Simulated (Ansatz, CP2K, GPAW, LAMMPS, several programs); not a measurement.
# What cheap methods get right for BN

Aim: run BN through methods of unlike cost and see what each gets, and at what price.

Program: LAMMPS, CP2K, GPAW, Ansatz (versions at each run). Level of theory: no spin polarisation, static lattice; gaps from single points on the cell relaxed beforehand with r²SCAN. These are calculated values, not measurements.

6 further runs of the same task are left out: 6 set aside as unsound or not needed.

## 1. The starting structure

Symmetry: P6_3/mmc, No. 194, hexagonal system. Conventional cell: a = 2.491 Å, b = 2.491 Å, c = 4.001 Å, α = 90.00°, β = 90.00°, γ = 120.00°. B (site symmetry -3m) is surrounded by 6 N at 1.75 Å and 2 B at 2.00 Å. N (site symmetry -6m2) has 6 B at 1.75 Å as nearest neighbours.

As a file:

```
B N
1.0
     2.49134    0.00000    0.00000
    -1.24567    2.15756    0.00000
     0.00000    0.00000    4.00106
B N
2 2
Direct
  0.00000 0.00000 0.00000
  0.00000 0.00000 0.50000
  0.33333 0.66667 0.25000
  0.66667 0.33333 0.75000
```

The structure type (NiAs) is imposed and need not be the compound's stable one.

**Question.** The methods are BN.extep, BNC.tersoff, DFTB, PBE/DZVP, PBE/single-zeta, PBE/SZV, coarse PBE, GLLB-SC, PBE, r2SCAN. What gap does r2SCAN give on this cell, and which other methods (full PBE left aside) come nearest to r2SCAN and farthest in gap, volume and bulk modulus?

| quantity | value |
| --- | --- |
| r2SCAN | gap 1.82 eV, 5.38 Å³/atom, B₀ 390 GPa |
| gap: nearest and farthest of the other methods | PBE/SZV (-0.15 eV), DFTB (+1.18 eV) |
| volume: nearest and farthest of the other methods | PBE/DZVP (+1.8 %), BN.extep (+8.5 %) |
| bulk modulus: nearest and farthest of the other methods | PBE/DZVP (-6 %), BN.extep (+128 %) |

For the gap, of the 6 methods compared (full PBE left aside), PBE/SZV comes nearest to r2SCAN and DFTB is farthest. For the volume, of the 3 methods compared (full PBE left aside), PBE/DZVP comes nearest to r2SCAN and BN.extep is farthest. For the bulk modulus, of the 3 methods compared (full PBE left aside), PBE/DZVP comes nearest to r2SCAN and BN.extep is farthest. A minimal basis or a coarse cutoff and mesh shifts results by its own error, so closeness to r2SCAN can be chance. GLLB-SC is compared with its derivative discontinuity added. No volume is given for BNC.tersoff, DFTB, PBE/single-zeta, coarse PBE, which can hide a larger miss. The crystal is layered or molecular; volumes and moduli at fixed shape hide how each method binds the layers. CPU times run from 0.12 s (BN.extep) to 1.7 min (PBE/single-zeta). On this cell PBE/DZVP, PBE/single-zeta, PBE/SZV, GLLB-SC cost more than r2SCAN itself (2.8 s), so they are no saving here. r2SCAN is a yardstick, not the truth: it usually gives gaps below the measured ones.
